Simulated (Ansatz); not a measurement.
# AlAs: the cost of one run

Computed with Ansatz 0.2.0 (DFT PBE, scalar-relativistic, plane waves, PAW, unless a step's input says otherwise).

4 further runs of the same task are left out: 1 that didn't finish, 3 set aside as unsound or not needed.

## Step 1: The starting structure

It takes space group F-43m (No. 216, cubic). The conventional cell has a = 5.728 Å, b = 5.728 Å, c = 5.728 Å, α = 90.00°, β = 90.00°, γ = 90.00°. Al (site symmetry -43m) has 4 As at 2.48 Å as nearest neighbours. As (site symmetry -43m) is surrounded by 4 Al at 2.48 Å.

Structure file:

```cif
data_structure
_symmetry_space_group_name_H-M 'F-43m'
_symmetry_Int_Tables_number 216
_cell_length_a 5.7279
_cell_length_b 5.7279
_cell_length_c 5.7279
_cell_angle_alpha 90.000
_cell_angle_beta 90.000
_cell_angle_gamma 90.000
_cell_volume 187.93
loop_
_atom_site_label
_atom_site_type_symbol
_atom_site_symmetry_multiplicity
_atom_site_Wyckoff_symbol
_atom_site_fract_x
_atom_site_fract_y
_atom_site_fract_z
_atom_site_occupancy
Al1 Al 4 a 0.00000 0.00000 0.00000 1
As1 As 4 c 0.25000 0.25000 0.25000 1
```

It goes back to an entry of the Materials Project.

This cell was relaxed beforehand with the same method: volume 23.49 Å³/atom, gap on the mesh 1.50 eV.

The host's static dielectric tensor, from an earlier linear-response run, has a mean of 11.56.

## Step 2: Reference: the perfect crystal in the supercell

Input file input.yaml:

```yaml
crystal:
  lattice:
    - [5.727912321, 5.727912321, 5.727912321]
    - [-5.727912321, 5.727912321, -5.727912321]
    - [-5.727912321, -5.727912321, 5.727912321]
  atoms:
    - { symbol: Al, position: [0.5, 0.75, 0.75] }
    - { symbol: Al, position: [0.5, 0.5, 0.0] }
    - { symbol: Al, position: [0.75, 0.5, 0.75] }
    - { symbol: Al, position: [0.5, 0.25, 0.25] }
    - { symbol: Al, position: [0.75, 0.25, 0.0] }
    - { symbol: Al, position: [0.0, 0.25, 0.75] }
    - { symbol: Al, position: [0.5, 0.0, 0.5] }
    - { symbol: Al, position: [0.75, 0.0, 0.25] }
    - { symbol: Al, position: [0.0, 0.0, 0.0] }
    - { symbol: Al, position: [0.25, 0.0, 0.75] }
    - { symbol: Al, position: [0.75, 0.75, 0.5] }
    - { symbol: Al, position: [0.0, 0.75, 0.25] }
    - { symbol: Al, position: [0.25, 0.75, 0.0] }
    - { symbol: Al, position: [0.0, 0.5, 0.5] }
    - { symbol: Al, position: [0.25, 0.5, 0.25] }
    - { symbol: Al, position: [0.25, 0.25, 0.5] }
    - { symbol: As, position: [0.75, 0.0, 0.0] }
    - { symbol: As, position: [0.75, 0.75, 0.25] }
    - { symbol: As, position: [0.0, 0.75, 0.0] }
    - { symbol: As, position: [0.75, 0.5, 0.5] }
    - { symbol: As, position: [0.0, 0.5, 0.25] }
    - { symbol: As, position: [0.25, 0.5, 0.0] }
    - { symbol: As, position: [0.75, 0.25, 0.75] }
    - { symbol: As, position: [0.0, 0.25, 0.5] }
    - { symbol: As, position: [0.25, 0.25, 0.25] }
    - { symbol: As, position: [0.5, 0.25, 0.0] }
    - { symbol: As, position: [0.0, 0.0, 0.75] }
    - { symbol: As, position: [0.25, 0.0, 0.5] }
    - { symbol: As, position: [0.5, 0.0, 0.25] }
    - { symbol: As, position: [0.25, 0.75, 0.75] }
    - { symbol: As, position: [0.5, 0.75, 0.5] }
    - { symbol: As, position: [0.5, 0.5, 0.75] }
basis:
  ecutwfc: 420
  xc_grid: 2
kpoints:
  mp_grid: { grid: [3, 3, 3], shift: [0.0, 0.0, 0.0] }
hamiltonian:
  xc: pbe
scf:
  occupations: { method: gaussian, width: 0.01 }
output:
  forces: true
  stress: true
  eigenvalues: true
```

Command:

```bash
$ ansatz run input.yaml --threads 4 --pin off --max-ram 10240MiB --backend cpu --events-out ev --progress --plain --runs-dir out
```

What time and memory should one allow on 4 threads of Intel Xeon at 2.50GHz (Skylake/Cascade Lake), shared host?

About 26 s, with a peak of 2.3 GiB.
